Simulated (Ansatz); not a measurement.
AlSb (zinc blende)

```xyz
2
Lattice="0.0000 3.0886 3.0886 3.0886 0.0000 3.0886 3.0886 3.0886 0.0000" Properties=species:S:1:pos:R:3 pbc="T T T"
Sb     1.5443     1.5443     1.5443
Al     0.0000     0.0000     0.0000
```

Equation-of-state scan: isotropic scaling of the cell above, V₀ being its volume. Symmetry pins the atoms to their sites.

Calculation: r2SCAN (plane waves to 500 eV, PAW, scalar-relativistic; Ansatz, a program for electronic structure). k mesh 14×14×14 (Γ-centred), Fermi-Dirac smearing 0.05 eV. Energies are smeared free energies. Stress and pressure are positive under compression. AlSb was relaxed with its symmetry unable to fall. Spin-orbit coupling is left out, though Sb is heavy. ΔE is measured from the relaxed starting cell.

```json
[
 {"V (Å³/atom)": "24.751", "ΔE (meV/atom)": "178.2"},
 {"V (Å³/atom)": "25.693", "ΔE (meV/atom)": "withheld"},
 {"V (Å³/atom)": "26.636", "ΔE (meV/atom)": "56.5"},
 {"V (Å³/atom)": "27.579", "ΔE (meV/atom)": "23.6"},
 {"V (Å³/atom)": "28.522", "ΔE (meV/atom)": "5.6"},
 {"V (Å³/atom)": "29.465", "ΔE (meV/atom)": "0.0"},
 {"V (Å³/atom)": "30.408", "ΔE (meV/atom)": "4.9"},
 {"V (Å³/atom)": "31.351", "ΔE (meV/atom)": "18.7"},
 {"V (Å³/atom)": "32.294", "ΔE (meV/atom)": "39.9"},
 {"V (Å³/atom)": "33.236", "ΔE (meV/atom)": "67.4"},
 {"V (Å³/atom)": "34.179", "ΔE (meV/atom)": "100.0"}
]
```

Problem. Fit a third-order Birch-Murnaghan form (E₀, V₀, B₀, B₀′ free) to the given rows and predict ΔE at V = 25.693.

Solution. Least squares on the 10 given rows: ΔE = E₀ + (9V₀B₀/16)·y²·[2 + (B₀′ − 4)y], y = (V₀/V)^(2/3) − 1, with V₀ = 29.468 Å³/atom, B₀ = 55.45 GPa (160.2 GPa = 1 eV/Å³; the term in eV is multiplied by 1000), B₀′ = 4.34, E₀ = 0.04 meV/atom; root-mean-square residual 0.05 meV/atom. At 25.693 the fit gives 106.8 meV/atom; the calculation gives 106.9 meV/atom, so the interpolation is off by -0.1 (-0.1 %). For the pressure the fit gives 10.2 GPa against the computed 10.2 GPa.

(A scan under strain: stresses follow from slopes of the energy per volume, elastic moduli from its curvatures.)
